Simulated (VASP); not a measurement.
## SiC in VASP 6.6.1, relaxation

INCAR

```
NBANDS = 11
LREAL = .FALSE.
EDIFF = 1E-7
NSW = 30
LASPH = .TRUE.
NELM = 92
IBRION = 3
GGA = CA
EDIFFG = -5E-3
ENCUT = 600
LWAVE = .FALSE.
ISMEAR = -1
LCHARG = .FALSE.
ISIF = 3
SIGMA = 0.02
PREC = Accurate
POTIM = 2
```

KPOINTS

```
KPOINTS created by Atomic Simulation Environment
0
Gamma
10 10 10
0 0 0
```

POSCAR

```
Si C
 1.0000000000000000
     0.0000000000000000    2.1897788108572280    2.1897788108572280
     2.1897788108572280   -0.0000000000000000    2.1897788108572280
     2.1897788108572280    2.1897788108572280   -0.0000000000000000
 Si  C
   1   1
Cartesian
 -0.0000000000000000  0.0000000000000000 -0.0000000000000000
  1.0948894054286140  1.0948894054286140  1.0948894054286140
```

The recommended LDA PAW datasets give the neutral cell 8 valence electrons.

Command

```
mpirun -np 1 vasp_std
```

OSZICAR

```
N       E                     dE             d eps       ncg     rms          rms(c)
DAV:   1     0.399452528910E+01    0.39945E+01   -0.41999E+03  1050   0.690E+02
DAV:   2    -0.179213064664E+02   -0.21916E+02   -0.20779E+02  1342   0.116E+02
DAV:   3    -0.186151389392E+02   -0.69383E+00   -0.69253E+00  1286   0.172E+01
DAV:   4    -0.186180271765E+02   -0.28882E-02   -0.28881E-02  1192   0.141E+00
DAV:   5    -0.186180409937E+02   -0.13817E-04   -0.13817E-04  1261   0.907E-02    0.890E+00
DAV:   6    -0.167135224343E+02    0.19045E+01   -0.71723E+00  1166   0.118E+01    0.390E+00
DAV:   7    -0.166503841274E+02    0.63138E-01   -0.36992E-01  1232   0.353E+00    0.175E+00
DAV:   8    -0.166297379610E+02    0.20646E-01   -0.26617E-02  1187   0.979E-01    0.181E-01
DAV:   9    -0.166292764651E+02    0.46150E-03   -0.21597E-03  1278   0.247E-01    0.972E-02
DAV:  10    -0.166292930266E+02   -0.16561E-04   -0.14254E-04  1157   0.737E-02    0.326E-02
...
DAV:  42     0.347891122305E+02   -0.91886E-04   -0.61584E-06  1232   0.476E-03    0.246E-02
DAV:  43     0.347891152683E+02    0.30378E-05   -0.10760E-05   784   0.771E-04    0.337E-03
DAV:  44     0.347890877110E+02   -0.27557E-04   -0.26231E-06  1070   0.319E-03    0.243E-03
DAV:  45     0.347890843735E+02   -0.33375E-05   -0.33743E-07  1226   0.123E-03    0.250E-03
DAV:  46     0.347890835602E+02   -0.81325E-06   -0.33712E-06   703   0.619E-04    0.147E-02
DAV:  47     0.347890873955E+02    0.38353E-05   -0.78982E-07  1043   0.174E-03    0.123E-02
DAV:  48     0.347890878131E+02    0.41757E-06   -0.33467E-06   790   0.348E-04    0.126E-03
DAV:  49     0.347890837599E+02   -0.40531E-05   -0.73600E-07  1043   0.170E-03    0.185E-03
DAV:  50     0.347890837824E+02    0.22462E-07   -0.52772E-08   877   0.110E-04
   3 F= 0.34789084E+02 E0= 0.34842865E+02  d E =0.447680E+02
```

Standard output (part)

```
POSCAR found type information on POSCAR SiC
 POSCAR found :  2 types and       2 ions
 LDA part: xc-table for (Slater(with rela. corr.)+CA(PZ))
 , standard interpolation
 POSCAR, INCAR and KPOINTS ok, starting setup
 WAVECAR not read
 entering main loop
quench:  g(F)=  0.464E-48 g(S)=  0.261E+00 dE (1.order)=-0.522E+00
 bond charge predicted
quench:  g(F)=  0.123E-47 g(S)=  0.210E+03 dE (1.order)=-0.404E+03
 bond charge predicted
quench:  g(F)=  0.131E-40 g(S)=  0.183E+03 dE (1.order)=-0.183E+03
 bond charge predicted
|     EEEEEEE  RRRRRR   RRRRRR   OOOOOOO  RRRRRR      ###     ###     ###     |
|     E        R     R  R     R  O     O  R     R     ###     ###     ###     |
|     E        R     R  R     R  O     O  R     R     ###     ###     ###     |
|     EEEEE    RRRRRR   RRRRRR   O     O  RRRRRR       #       #       #      |
|     E        R    R   R    R   O     O  R    R      ###     ###     ###     |
|     EEEEEEE  R     R  R     R  OOOOOOO  R     R     ###     ###     ###     |
|     Orbital orthonormalization failed in the inversion of matrix            |
|     LAPACK: Routine ZPOTRF failed! kpoint: 1 spin: 1                        |
|     Possible solutions for this issue are:                                  |
|     - Please check whether the atoms are too close to each other.           |
|     - Decreasing POTIM might help during relaxations or MDs.                |
|     - Deleting CHGCAR or WAVECAR if incompatible with the structure.        |
...
```

VASP stopped with an error.

What is wrong with this input?

Ionic step far too long. VASP stopped with an error.
